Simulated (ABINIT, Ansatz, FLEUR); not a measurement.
# Cost and result for the band gap of SnSe

**What was measured.** The band gap of SnSe (Pnma) is reported as 0.83 eV at 295 K (pmc:9284162, doi:10.1002/advs.202103720). The runs below try to reproduce it.

```cif
data_structure
_symmetry_space_group_name_H-M 'P 1'
_symmetry_Int_Tables_number 1
_cell_length_a 11.4200
_cell_length_b 4.1900
_cell_length_c 4.4600
_cell_angle_alpha 90.000
_cell_angle_beta 90.000
_cell_angle_gamma 90.000
_cell_volume 213.41
loop_
_atom_site_label
_atom_site_type_symbol
_atom_site_fract_x
_atom_site_fract_y
_atom_site_fract_z
_atom_site_occupancy
Sn1 Sn 0.87700 0.75000 0.90900 1
Sn2 Sn 0.62300 0.25000 0.40900 1
Sn3 Sn 0.37700 0.75000 0.59100 1
Sn4 Sn 0.12300 0.25000 0.09100 1
Se1 Se 0.64300 0.75000 0.98400 1
Se2 Se 0.85700 0.25000 0.48400 1
Se3 Se 0.14300 0.75000 0.51600 1
Se4 Se 0.35700 0.25000 0.01600 1
```

| rung | level | program and potentials | cutoff (eV) | k mesh | smearing | task | core time | chip | band gap (eV) | miss (eV) | notes |
| --- | --- | --- | --- | --- | --- | --- | --- | --- | --- | --- | --- |
| GGA | PBE | Ansatz, Ansatz PAW | 420 | 1 × 2 × 2 | fermi-dirac 0.05 | single point | 10 s | Intel Xeon Skylake/Cascade Lake | 1.08 | +0.25 | coarse mesh; 15 valence electrons an atom on average; mesh may miss the edge |
| GGA | RPBE | Ansatz, Ansatz PAW | 420 | 3 × 6 × 6 | fermi-dirac 0.05 | band structure | 84 s | Intel Xeon | 0.58 | -0.25 | potentials made for PBE, which Ansatz adapts in part; 15 valence electrons an atom on average |
| GGA | PBEsol | Ansatz, Ansatz PAW | 420 | 3 × 6 × 6 | fermi-dirac 0.05 | band structure | 97 s | Intel Xeon | 0.48 | -0.35 | potentials made for PBE, which Ansatz adapts in part; 15 valence electrons an atom on average |
| GGA | PBE | Ansatz, Ansatz PAW polarizable | 420 | 3 × 6 × 6 | fermi-dirac 0.05 | band structure | 1.7 min | Arm Neoverse V1 | 0.54 | -0.29 | 15 valence electrons an atom on average |
| GGA | PBE | Ansatz, Ansatz PAW | 420 | 3 × 6 × 6 | fermi-dirac 0.05 | band structure | 1.8 min | Intel Xeon | 0.54 | -0.29 | 15 valence electrons an atom on average |
| GGA | BLYP | Ansatz, Ansatz PAW | 420 | 3 × 6 × 6 | fermi-dirac 0.05 | band structure | 1.8 min | Intel Xeon | 0.66 | -0.17 | potentials made for PBE, which Ansatz adapts in part; 15 valence electrons an atom on average |
| GGA | revPBE | Ansatz, Ansatz PAW | 420 | 3 × 6 × 6 | fermi-dirac 0.05 | band structure | 2 min | Intel Xeon | 0.57 | -0.26 | potentials made for PBE, which Ansatz adapts in part; 15 valence electrons an atom on average |
| LDA | LDA | Ansatz, Ansatz PAW | 420 | 3 × 6 × 6 | fermi-dirac 0.05 | band structure | 2.2 min | Intel Xeon | 0.48 | -0.35 | potentials made for PBE, which Ansatz adapts in part; 15 valence electrons an atom on average |
| G0W0 | G0W0 on PBE | Ansatz, Ansatz PAW | 420 | 2 × 4 × 4 | fixed | G0W0 quasiparticle levels | 2.9 min | AMD EPYC 7R13 Zen 3 | 1.44 | +0.61 | bands, basis or mesh of the many-body step not converged; 15 valence electrons an atom on average; response cutoff 170 eV, bands 1074 |
| G0W0 | G0W0 on HSE06 | Ansatz, Ansatz PAW | 420 | 2 × 4 × 4 | fixed | G0W0 quasiparticle levels | 3 min | AMD EPYC 7R13 Zen 3 | 1.53 | +0.70 | bands, basis or mesh of the many-body step not converged; potentials made for PBE, which Ansatz adapts in part; 15 valence electrons an atom on average; response cutoff 100 eV, bands 484 |
| meta-GGA | r2SCAN | Ansatz, Ansatz PAW | 500 | 3 × 6 × 6 | fermi-dirac 0.05 | band structure | 3.8 min | Intel Xeon | 0.83 | +0.00 | potentials made for PBE, which Ansatz adapts in part; 15 valence electrons an atom on average |
| GGA | WC | FLEUR, all-electron, FLAPW | - | 3 × 6 × 6 | fermi-dirac 0.05 | band structure | 16 min | Arm Neoverse V1 | 0.48 | -0.35 | - |
| GGA | PBE | ABINIT, JTH PAW PBE v2.0 | 599 | 3 × 5 × 5 | fermi-dirac 0.05 | band structure | 16 min | AMD EPYC 9R45 Zen 5 | 0.55 | -0.28 | 10 valence electrons an atom on average; from the band path |
| GGA | PBEsol | FLEUR, all-electron, FLAPW | - | 3 × 6 × 6 | fermi-dirac 0.05 | band structure | 28 min | Arm Neoverse V2 | 0.48 | -0.35 | - |
| GGA | RPBE | FLEUR, all-electron, FLAPW | - | 3 × 6 × 6 | fermi-dirac 0.05 | band structure | 29 min | Arm Neoverse V2 | 0.64 | -0.19 | - |
| LDA | LDA | FLEUR, all-electron, FLAPW | - | 3 × 6 × 6 | fermi-dirac 0.05 | band structure | 38 min | Arm Neoverse V1 | 0.48 | -0.35 | - |

Times are single runs on shared hosts and different chips, so they are rough; meshes, cutoffs and the tasks' sizes weigh on the time. All rows: no spin polarisation. Gaps are the least found on the k mesh or the band path, and a mesh can miss the band edges. Smearing widths are in eV. The cell comes from a database and isn't always the measured one. Meshes differ between rows, which moves values too. All levels ran on this one cell, unrelaxed unless noted. Meshes are those of the run's cell of 8 atoms unless a note names another. Misses use the values as printed. Runs on faulty files, with rough fits or with known faults for this quantity aren't shown. No row holds spin-orbit coupling.

By rung: LDA 0.48; GGA 0.48 to 0.66; meta-GGA 0.83; GGA on coarse meshes 1.08; G0W0 on coarse settings 1.44 to 1.53 (eV). Measured: 0.83 eV at 295 K (pmc:9284162, doi:10.1002/advs.202103720). Closest, coarse meshes and atomic bases left aside, is r2SCAN (+0.00 eV). LDA and GGA gaps fall short mostly because these functionals lack the derivative discontinuity; the runs are for a static lattice, while measurements hold temperature and zero-point motion; rows without SOC leave out spin-orbit coupling, which moves the band edges where heavy atoms are present.
